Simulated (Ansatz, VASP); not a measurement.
## In in VASP and in Ansatz

The input INCAR:

```
PREC     = Accurate       # precision mode
ENCUT    = 520            # plane-wave cutoff, eV
EDIFF    = 1E-6           # SCF threshold, eV
ISMEAR   = -1             # smearing method
SIGMA    = 0.1            # smearing width, eV
LREAL    = F              # projectors in reciprocal space
LASPH    = T              # aspherical terms in the spheres
NELM     = 100            # most SCF steps
ALGO     = Fast           # electronic algorithm
ISIF     = 2              # what is computed and relaxed
LWAVE    = F              # write WAVECAR
LCHARG   = F              # write CHGCAR
GGA      = B5             # functional
ALDAX    = 1.0          
AGGAX    = 1.0          
AGGAC    = 1.0          
ALDAC    = 0.0          
NBANDS   = 12             # bands
```

Contents of KPOINTS:

```
Automatic mesh
0
Gamma
  18 18 18
```

The input POSCAR:

```
In
1.0
   -2.0418482999      2.0418482999      2.0418482999
    2.0418482999     -2.0418482999      2.0418482999
    2.0418482999      2.0418482999     -2.0418482999
In
1
Direct
    0.0000000000      0.0000000000      0.0000000000
```

Input for Ansatz:

```yaml
crystal:
  lattice:
    - [-2.0418482999, 2.0418482999, 2.0418482999]
    - [2.0418482999, -2.0418482999, 2.0418482999]
    - [2.0418482999, 2.0418482999, -2.0418482999]
  atoms:
    - { symbol: In, position: [0.0, 0.0, 0.0] }
hamiltonian:
  xc: blyp
  pseudopotentials:
    kind: paw
    azcp:
      In: "pseudopotentials/In.paw.azcp"
basis:
  ecutwfc: 420
  fft_grid_basis: typed
kpoints:
  mp_grid: { grid: [18, 18, 18], shift: [0, 0, 0] }
magnetization:
  spin_polarized: false
scf:
  occupations: { method: fermi_dirac, width: 0.1 }
output:
  stress: true
  write_density: true
  write_potential: true
  elf: true
  volumetric_format: npy
```

Alike in both runs: task single point; functional BLYP; k mesh 18 × 18 × 18; occupations fermi-dirac, width 0.1 eV; no spin polarisation.

|  | VASP | Ansatz |
| --- | --- | --- |
| version | VASP 6.6.1 | Ansatz 0.2.0 |
| potentials or method | VASP PAW PBE potentials, release 64 (In_d) | plane waves (420 eV) with PAW, scalar-relativistic |
| plane-wave cutoff (eV) | 520 | 420 |
| valence electrons in the cell | 13 | 13 |

```csv
,VASP,Ansatz,Ansatz less VASP
pressure (GPa),-1.4,-1.4,-0.03
```

With one functional, cell and mesh, what is left measures potentials, basis and numerics.

Caveats: the PAW data sets were made with another functional, which shifts forces and pressure a little (VASP).
